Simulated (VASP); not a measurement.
# BN in VASP: further runs, part 3 of 3

VASP 6.6.1.

## (6) Single point, PBE, collinear spin, typed start

This run uses another cell than the first one: it holds 2 atoms, not 6.

The input, INCAR:

```
  PREC = Accurate
  ENCUT = 520
  EDIFF = 1E-7
  ISMEAR = 0
  SIGMA = 0.05
  LREAL = F
  LASPH = T
  NELM = 150
  ALGO = Normal
  ISIF = 2
  LWAVE = F
  LCHARG = T
  ISPIN = 2
  MAGMOM = 0.5 0.5
  LORBIT = 11
  GGA = PE
  LELF = T
  LVHAR = T
  NBANDS = 15
```

The input, KPOINTS:

```
regular mesh
0
Gamma
  1 1 23
```

The input, POSCAR:

```
BN
1.0
    9.0000000000      0.0000000000      0.0000000000
    0.0000000000      9.3000000000      0.0000000000
    0.0000000000      0.0000000000      2.6221377630
B N
1 1
Direct
    0.5000000000      0.5000000000     -0.0175002036
    0.5000000000      0.5000000000      0.4825002036
```

Potentials or basis: VASP PAW PBE potentials, release 64 (B, N).

Run with:

```console
$ cat potpaw_PBE.64/B/POTCAR potpaw_PBE.64/N/POTCAR > POTCAR
$ mpirun -np 1 vasp_std > vasp.out
```

OUTCAR:

```text
PREC = Accurate
   ENCUT = 520
   EDIFF = 1E-7
   ISMEAR = 0
   LREAL = F
   LASPH = T
   NELM = 150
   ISIF = 2
   ISPIN = 2
   LORBIT = 11
   GGA = PE

 ion  position               nearest neighbor table
   1  0.500  0.500  0.982-   2 1.31   2 1.31
   2  0.500  0.500  0.483-   1 1.31   1 1.31

  LATTYP: Found a simple orthorhombic cell.
 ALAT       =     2.6221377630
 B/A-ratio  =     3.4323139413
 C/A-ratio  =     3.5467244060

  Lattice vectors:

 A1 = (   0.0000000000,   0.0000000000,   2.6221377630)
 A2 = (   9.0000000000,   0.0000000000,   0.0000000000)
 A3 = (   0.0000000000,   9.3000000000,   0.0000000000)

Analysis of symmetry for initial positions (statically):
=====================================================================
 Subroutine PRICEL returns:
 Original cell was already a primitive cell.

 Routine SETGRP: Setting up the symmetry group for a
 simple orthorhombic supercell.

 Subroutine GETGRP returns: Found  8 space group operations
 (whereof  4 operations were pure point group operations)
 out of a pool of  8 trial point group operations.

The static configuration has the point symmetry C_2v.
 The point group associated with its full space group is D_2h.

Analysis of symmetry for dynamics (positions and initial velocities):
=====================================================================
 Subroutine PRICEL returns:
 Original cell was already a primitive cell.

 Routine SETGRP: Setting up the symmetry group for a
 simple orthorhombic supercell.

 Subroutine GETGRP returns: Found  8 space group operations
 (whereof  4 operations were pure point group operations)
 out of a pool of  8 trial point group operations.

The dynamic configuration has the point symmetry C_2v.
 The point group associated with its full space group is D_2h.

Analysis of structural, dynamic, and magnetic symmetry:
=====================================================================
 Subroutine PRICEL returns:
 Original cell was already a primitive cell.

 Routine SETGRP: Setting up the symmetry group for a
[... 364 lines left out ...]
     10       6.5511      0.00000
     11       6.6176      0.00000
     12       6.6871      0.00000
     13       7.5053      0.00000
     14       7.5273      0.00000
     15       7.6511      0.00000
 Fermi energy:        -5.4639071238

 spin component 2

 k-point     1 :       0.0000    0.0000    0.0000
  band No.  band energies     occupation
      1     -20.8279      1.00000
      2     -12.4190      1.00000
      3      -9.0385      1.00000
      4      -9.0385      1.00000
      5      -0.5861      0.00000
      6       1.4473      0.00000
      7       1.5420      0.00000
      8       1.5464      0.00000
      9       1.6794      0.00000
     10       2.6314      0.00000
     11       3.5287      0.00000
     12       3.5434      0.00000
     13       3.6330      0.00000
     14       5.3744      0.00000
[... 185 lines left out ...]
      2     -13.8521      1.00000
      3      -5.7744      1.00000
      4      -5.7744      1.00000
      5      -1.7298      0.00000
      6      -1.7296      0.00000
      7       4.1656      0.00000
      8       5.1601      0.00000
      9       6.5071      0.00000
     10       6.5382      0.00000
     11       6.6089      0.00000
     12       6.6459      0.00000
     13       7.4918      0.00000
     14       7.5138      0.00000
     15       7.6027      0.00000

------------------------ aborting loop because EDIFF is reached ----------------------------------------

  FORCE on cell =-STRESS in cart. coord.  units (eV):
  Direction    XX          YY          ZZ          XY          YZ          ZX
  --------------------------------------------------------------------------------------
  -------------------------------------------------------------------------------------
  Total       -0.0177587     -0.0185045     -0.1650042      0.0000000      0.0000000      0.0000000
  in kB       -0.1296403     -0.1350852     -1.2045490      0.0000000      0.0000000      0.0000000
  external PRESSURE =      -0.4897582 kB  Pullay stress =       0.0000000 kB

 VOLUME and BASIS-vectors are now :
 -----------------------------------------------------------------------------
  energy-cutoff  :      520.00
  volume of cell :      219.47
      direct lattice vectors                 reciprocal lattice vectors
     9.000000000  0.000000000  0.000000000     0.111111111  0.000000000  0.000000000
     0.000000000  9.300000000  0.000000000     0.000000000  0.107526882  0.000000000
     0.000000000  0.000000000  2.622137763     0.000000000  0.000000000  0.381368216

 POSITION                                       TOTAL-FORCE (eV/Angst)
 -----------------------------------------------------------------------------------
      4.50000      4.65000      2.57625         0.000000      0.000000      0.000000
      4.50000      4.65000      1.26518         0.000000      0.000000     -0.000000
 -----------------------------------------------------------------------------------
    total drift:                                0.000000      0.000000     -0.000566

  FREE ENERGIE OF THE ION-ELECTRON SYSTEM (eV)
  ---------------------------------------------------
  free  energy   TOTEN  =       -15.9839829144 eV

  energy  without entropy=      -15.9839829144  energy(sigma->0) =      -15.98398291

 total charge

# of ion       s       p       d       tot
------------------------------------------
    1        0.799   1.431   0.000   2.230
    2        1.236   2.772   0.000   4.008
--------------------------------------------------
tot          2.036   4.203   0.000   6.239

 magnetization (x)

# of ion       s       p       d       tot
------------------------------------------
    1       -0.000   0.000   0.000  -0.000
    2       -0.000  -0.000   0.000  -0.000
--------------------------------------------------
tot         -0.000  -0.000   0.000  -0.000
```

Run time: 56 s. Hardware: 1 thread of Intel Xeon 6975P-C (Granite Rapids), shared host; peak memory 0.39 GiB.

Results:

| Quantity | Value |
| --- | --- |
| Free energy | -15.9840 eV |
| Band gap on the k mesh | 4.04 eV, direct |
| Net moment | 0.00 μB per cell |
| Valence electrons inside the program's atomic spheres | B 2.23; N 4.01 |

Levels at points of the mesh, in eV from the valence-band top:
Spin up:
| k point | band 1 | band 2 | band 3 | band 4 | band 5 | band 6 | band 7 | band 8 |
| --- | --- | --- | --- | --- | --- | --- | --- | --- |
| (0.00, 0.00, 0.00) | -15.05 | -6.64 | -3.26 | -3.26 | 5.19 | 7.23 | 7.33 | 7.33 |
Spin down:
```csv
k point,band 2,band 3,band 4,band 5,band 6,band 7
"(0.00, 0.00, 0.00)",-6.64,-3.26,-3.26,5.19,7.22,7.32
```

PBE gaps usually lie below the measured ones, often by a third to a half.

## (7) Single point, PBE, collinear spin, typed start

This run uses another cell than the first one, of 118.23 Å³/atom, 1.077 times its volume.

The input, INCAR:

```
SYSTEM = BN
  PREC = Accurate
  ENCUT = 520
  EDIFF = 1E-6
  ISMEAR = 0
  SIGMA = 0.05
  LREAL = .False.
  LASPH = .True.
  NELM = 150
  ALGO = Normal
  ISIF = 2
  LWAVE = .False.
  LCHARG = .True.
  ISPIN = 2
  MAGMOM = 0.5 0.5
  LORBIT = 11
  GGA = PE
  LELF = .True.
  LVHAR = .True.
  NBANDS = 15
```

The input, KPOINTS:

```
Automatic mesh
0
Gamma
  1 1 23
  0 0 0
```

The input, POSCAR:

```
BN
1.0
    9.0000000000      0.0000000000      0.0000000000
    0.0000000000      9.3000000000      0.0000000000
    0.0000000000      0.0000000000      2.8251717357
B N
1 1
Direct
    0.5000000000      0.5000000000      0.0000000000
    0.5000000000      0.5000000000      0.4650000000
```

Run with:

```console
$ cat potpaw_PBE.64/B/POTCAR potpaw_PBE.64/N/POTCAR > POTCAR
$ mpirun -np 1 vasp_std > vasp.out
```

Run time: 72 s. Hardware: 1 thread of Intel Xeon 6975P-C (Granite Rapids), shared host; peak memory 0.43 GiB.

Results (log left out):

| Item | Value |
| --- | --- |
| Free energy | -15.2854 eV |
| Largest force | 3.037 eV/Å |
| Band gap on the k mesh | 3.90 eV, direct |
| Net moment | 0.00 μB per cell |
| Valence electrons inside the program's atomic spheres | B 1.94; N 3.84 |

Forces on the atoms (eV/Å):
```
B    0.000  0.000 -3.037
N    0.000  0.000  3.037
```

Levels at points of the mesh, in eV from the valence-band top:
Spin up:
| k point | band 2 | band 3 | band 4 | band 5 | band 6 | band 7 |
| --- | --- | --- | --- | --- | --- | --- |
| (0.00, 0.00, 0.00) | -5.91 | -2.58 | -2.58 | 4.88 | 6.90 | 7.34 |
Spin down:
```tsv
k point	band 2	band 3	band 4	band 5	band 6	band 7
(0.00, 0.00, 0.00)	-5.91	-2.58	-2.58	4.88	6.88	7.33
```

PBE gaps usually lie below the measured ones, often by a third to a half.

## (8) Overview

| potentials or basis | spin | cell | k mesh | smearing | gap on the mesh (eV) | pressure (GPa) | moment (μB) | largest force (eV/Å) |
| --- | --- | --- | --- | --- | --- | --- | --- | --- |
| VASP PAW PBE potentials, release 64 (B, N) | off | bulk in the cell of the (1 1 1) plane | 12 × 12 × 4 | gaussian 0.05 eV | 4.45 | 0.2 | - | - |
| VASP PAW PBE potentials, release 64 (B, As) | off | N replaced by As, lengths x 1.186, strained and moved within the space group | 12 × 12 × 12 | gaussian 0.02 eV | 0.69 | 144.3 | - | - |
| VASP PAW PBE potentials, release 64 (B, N) | off | all atoms moved at random, cell strained at random | 12 × 12 × 12 | gaussian 0.02 eV | 2.74 | 45.6 | - | 5.11 |
| VASP PAW PBE potentials, release 64 (Ga_d, N) | off | B replaced by Ga, lengths x 1.147, strained and moved within the space group | 10 × 10 × 10 | gaussian 0.02 eV | 3.30 | 84.8 | - | - |
| VASP PAW PBE potentials, release 64 (B, N) | collinear, typed start | Pmmm, 109.74 Å³/atom | 1 × 1 × 23 | gaussian 0.05 eV | 4.04 | - | 0.00 | - |
| VASP PAW PBE potentials, release 64 (B, N) | collinear, typed start | Pmm2, 118.23 Å³/atom | 1 × 1 × 23 | gaussian 0.05 eV | 3.90 | - | 0.00 | 3.04 |

Alike in all rows: task single point; level PBE; cutoff (eV) 520.

Caveats: so large a pressure means that the cell lies far from this level's equilibrium, or that cutoff or potentials fall short (some runs); the cell as given lies far from equilibrium (some runs); forces of over 1 eV/Å show positions far from the minimum, so gaps and moduli don't describe the material at rest (some runs).

Total energies depend on the potentials used, so only differences within one code and one set of settings carry meaning.
